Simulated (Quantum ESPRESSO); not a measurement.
NaCl in Quantum ESPRESSO: the effect of functional

Crystal: NaCl.

```
CELL_PARAMETERS angstrom
0.00000 2.79406 2.79406
2.79406 0.00000 2.79406
2.79406 2.79406 0.00000
ATOMIC_POSITIONS crystal
Cl 0.50000 0.50000 0.50000
Na 0.00000 0.00000 0.00000
```

The cell is a database's computed one.

Alike in all runs:

- Program: Quantum ESPRESSO 7.5
- Task: phonon dispersion
- Cutoff: 1197 eV
- Density cutoff: 4789 eV
- k mesh: 4 × 4 × 4, shifted
- Occupations: fermi-dirac, width 0.05 eV
- Spin: no spin polarisation

Each run relaxes the cell or the atoms first.

| functional | potentials or basis | relaxed volume (Å³/atom) | dielectric constant (mean) | highest phonon frequency (cm⁻¹) |
| --- | --- | --- | --- | --- |
| LDA | PseudoDojo 0.4.1 SR LDA standard | ? | ? | ? |
| PBE | PseudoDojo 0.4.1 SR PBE standard | 23.12 | 2.48 | 256 |
| PBEsol | PseudoDojo 0.4.1 SR PBEsol standard | 22.00 | 2.57 | 258 |

Task: What does the run with functional LDA give?

Result: Relaxed volume 20.41 Å³/atom; dielectric constant 2.68 mean; highest phonon frequency 270 cm⁻¹.

Caveats: before the sum rule the acoustic modes lie tens of cm⁻¹ from zero, a sign that the density grid also shifts the optical modes (some runs).
